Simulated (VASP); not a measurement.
Consider the following.

```yaml
crystal:
  lattice:
    - [0.00000, 3.10234, 3.10234]
    - [3.10234, 0.00000, 3.10234]
    - [3.10234, 3.10234, 0.00000]
  atoms:
    - { symbol: Al, position: [0.00000, 0.00000, 0.00000] }
    - { symbol: Sb, position: [0.25000, 0.25000, 0.25000] }
```

Method: rev-vdW-DF2, VASP's PBE PAW potentials (set 64) (plane waves; VASP). Settings: 520 eV cut-off, 7×7×7 Γ-centred mesh, Gaussian smearing of 0.050 eV, potentials Al Sb.

Q: The job: AlSb (zinc blende), 2 atoms, rev-vdW-DF2, static run, 520 eV, 7×7×7 Γ-centred mesh. Roughly how much core time does it take on a busy server core?

A: About 40 core-seconds (one run on a shared machine, a rough figure). It had 20 irreducible k-points, 8 bands, up to 1639 plane waves and 13 electronic steps.

The compound is AlSb in the zinc blende structure. It was relaxed first.
